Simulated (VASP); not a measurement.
A VASP 6.6.1 single-point calculation on Si

INCAR

```
PREC = Accurate
EDIFF = 1E-7
LASPH = .TRUE.
LCHARG = .FALSE.
LWAVE = .FALSE.
ISMEAR = -1
NSW = 0
IBRION = -1
ISIF = 2
ENCUT = 520
GGA = PE
NBANDS = 16
NELM = 89
SIGMA = 0.02
LREAL = .FALSE.
```

KPOINTS

```
KPOINTS created by Atomic Simulation Environment
0
Gamma
15 15 5
0 0 0
```

POSCAR

```
Si
 1.0000000000000000
     3.8321295589639761    0.0000000000000000    0.0000000000000000
    -1.9160647794819881    3.3187215486560602    0.0000000000000000
     0.0000000000000000    0.0000000000000000    6.3412168604500563
 Si
   4
Cartesian
  0.0000000000000001  2.2124810324373736  0.0035570476877611
  1.9160647794819881  1.1062405162186868  3.1741654779127892
  0.0000000000000001  2.2124810324373736  2.3743992749810103
  1.9160647794819881  1.1062405162186868  5.5450077052060394
```

The recommended PBE PAW datasets give the neutral cell 16 valence electrons.

Command

```
mpirun -np 1 vasp_std
```

OSZICAR

```
N       E                     dE             d eps       ncg     rms          rms(c)
DAV:   1     0.264866179947E+02    0.26487E+02   -0.59495E+03  2592   0.817E+02
DAV:   2    -0.200872297630E+02   -0.46574E+02   -0.42200E+02  3568   0.122E+02
DAV:   3    -0.219854881570E+02   -0.18983E+01   -0.18742E+01  3536   0.227E+01
DAV:   4    -0.220086867142E+02   -0.23199E-01   -0.23194E-01  3280   0.319E+00
DAV:   5    -0.220090913510E+02   -0.40464E-03   -0.40461E-03  3560   0.401E-01    0.684E+00
DAV:   6    -0.217620842286E+02    0.24701E+00   -0.99223E-02  3008   0.149E+00    0.417E+00
DAV:   7    -0.216482543054E+02    0.11383E+00   -0.21036E-01  3176   0.227E+00    0.242E-01
DAV:   8    -0.216505462910E+02   -0.22920E-02   -0.15017E-02  3112   0.616E-01    0.107E-01
DAV:   9    -0.216510400562E+02   -0.49377E-03   -0.64015E-04  3536   0.146E-01    0.823E-02
DAV:  10    -0.216511631199E+02   -0.12306E-03   -0.13368E-04  3040   0.580E-02    0.118E-02
DAV:  11    -0.216511659980E+02   -0.28781E-05   -0.53747E-06  3576   0.128E-02    0.847E-03
DAV:  12    -0.216511677462E+02   -0.17482E-05   -0.19140E-06  2944   0.745E-03    0.120E-03
DAV:  13    -0.216511676024E+02    0.14382E-06   -0.16296E-07  3472   0.207E-03    0.701E-04
DAV:  14    -0.216511676104E+02   -0.79583E-08   -0.13727E-08  1968   0.734E-04
   1 F= -.21651168E+02 E0= -.21651168E+02  d E =-.498138E-07
```

From OUTCAR

```
k-points           NKPTS =     81   k-points in BZ     NKDIM =     81   number of bands    NBANDS=     16

   NELECT =      16.0000    total number of electrons

   dimension x,y,z NGX =    30 NGY =   30 NGZ =   48
   dimension x,y,z NGXF=    60 NGYF=   60 NGZF=   96

  energy-cutoff  :      520.00
  volume of cell :       80.65
      direct lattice vectors                 reciprocal lattice vectors
     3.832129559  0.000000000  0.000000000     0.260951511  0.150660425  0.000000000
    -1.916064779  3.318721549  0.000000000     0.000000000  0.301320851  0.000000000
     0.000000000  0.000000000  6.341216860     0.000000000  0.000000000  0.157698439

 k-points in reciprocal lattice and weights: KPOINTS created by Atomic Simulation Env
   0.00000000  0.00000000  0.00000000       0.001
   0.06666667 -0.00000000  0.00000000       0.005
   0.13333333  0.00000000  0.00000000       0.005
   0.20000000  0.00000000  0.00000000       0.005
   0.26666667  0.00000000  0.00000000       0.005
   0.33333333  0.00000000  0.00000000       0.005
   0.40000000  0.00000000  0.00000000       0.005
   0.46666667  0.00000000  0.00000000       0.005
   ...

 E-fermi :   6.2202

 k-point     1 :       0.0000    0.0000    0.0000
  band No.  band energies     occupation
      1      -6.1685      2.00000
      2      -3.8957      2.00000
      3      -1.1956      2.00000
      4       4.5014      2.00000
      5       4.5014      2.00000
      6       5.6524      2.00000
      7       6.0108      1.99994
      8       6.0108      1.99994
      9       7.0518      0.00000
     10       8.0203      0.00000
     11       8.0203      0.00000
     12       8.3330      0.00000
     13       9.5092      0.00000
     14      10.1792      0.00000
     15      10.1792      0.00000
     16      11.9412      0.00000

 k-point     2 :       0.0667   -0.0000    0.0000
  band No.  band energies     occupation
      1      -6.1168      2.00000
      2      -3.8428      2.00000
      3      -1.1675      2.00000
      4       4.0269      2.00000
      5       4.3895      2.00000
      6       5.5761      2.00000
      7       5.5894      2.00000
      8       5.9108      2.00000
      9       7.4036      0.00000
     10       8.0812      0.00000
     11       8.1872      0.00000
     12       8.3822      0.00000
     13       9.7623      0.00000
     14      10.2664      0.00000
     15      10.3809      0.00000
     16      11.5896      0.00000

 k-point     3 :       0.1333    0.0000    0.0000
  band No.  band energies     occupation
      1      -5.9623      2.00000
      2      -3.6849      2.00000
      3      -1.0937      2.00000
      4       3.1089      2.00000
      5       4.1175      2.00000
      6       4.6774      2.00000
      7       5.3474      2.00000
      8       5.6627      2.00000
      9       7.4635      0.00000
     10       8.5290      0.00000
     11       8.5903      0.00000
     12       8.8066      0.00000
     13       9.6253      0.00000
     14      10.9328      0.00000
     15      10.9424      0.00000
     16      11.1291      0.00000

 ...

  Total        0.6211540      0.6211540      0.5448913      0.0000000      0.0000000      0.0000000
  in kB       12.3403151     12.3403151     10.8252235      0.0000000      0.0000000      0.0000000
  external PRESSURE =      11.8352846 kB  Pullay stress =       0.0000000 kB

 POSITION                                       TOTAL-FORCE (eV/Angst)
 -----------------------------------------------------------------------------------
      0.00000      2.21248      0.00356        -0.000000     -0.000000     -0.001955
      1.91606      1.10624      3.17417         0.000000      0.000000     -0.001955
      0.00000      2.21248      2.37440        -0.000000     -0.000000      0.001955
      1.91606      1.10624      5.54501         0.000000     -0.000000      0.001955
 -----------------------------------------------------------------------------------
    total drift:                                0.000000      0.000000      0.000000

  FREE ENERGIE OF THE ION-ELECTRON SYSTEM (eV)
  ---------------------------------------------------
  free  energy   TOTEN  =       -21.6511676104 eV

  energy  without entropy=      -21.6511675605  energy(sigma->0) =      -21.65116759
```

It converged. Results: gap between bands v and c on the k mesh 0.44 eV; least direct gap on the k mesh 1.04 eV; pressure 1.2 GPa. Band v is the last that the valence electrons fill when counted band by band, and c is the next.

For comparison, a separate PBE run of the intended cell, on usual settings and not on those above, gives a gap of 0.43 eV on its mesh and a pressure of 1.2 GPa.

The run above took about 74 s on one core of a shared host (Intel Xeon Platinum 8488C) and held 0.22 GiB at most.
